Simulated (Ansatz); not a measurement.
Space group Fm-3m (No. 225). a = 4.244 Å, b = 4.244 Å, c = 4.244 Å, α = 90.00°, β = 90.00°, γ = 90.00°
```tsv
atom	site	symmetry	x	y	z
Cu	4a	m-3m	0.0000	0.0000	0.0000
O	4b	m-3m	0.5000	0.0000	0.0000
```

Equation of state of this CuO structure (not necessarily the ground state), with shape and atoms relaxed at each volume where symmetry leaves them free. It has no gap at any of these volumes. Level of theory: DFT PBE, scalar-relativistic, plane waves, PAW in Ansatz 0.2.0.

Plane waves to 420 eV, a k mesh through Γ of 22×22×22 on the computed 2-atom cell and Gaussian smearing (0.10 eV); no spin polarisation.

| V (Å³/atom) | E − E(largest V) (meV/atom) | P (GPa) |
| --- | --- | --- |
| 8.409 | 52.29 | 30.49 |
| 8.696 | 6.70 | 20.80 |
| 8.982 | -22.96 | 12.66 |
| 9.269 | -39.22 | 5.79 |
| 9.556 | -44.19 | 0.01 |
| 9.842 | -39.66 | -4.87 |
| 10.129 | -27.10 | -8.98 |
| 10.511 | 0.00 | -13.46 |

Problem. Fit a third-order Birch–Murnaghan equation, E = E0 + (9V0B0/16)·[(x − 1)³B0' + (x − 1)²(6 − 4x)] with x = (V0/V)^(2/3), to E(V).

Solution. V0 = 9.55 Å³/atom, B0 = 177 GPa, B0' = 4.7.

Spin polarisation was left out, and a magnetic state may lie lower.

The cell was found from a structure generator's guess, not taken from experiment.
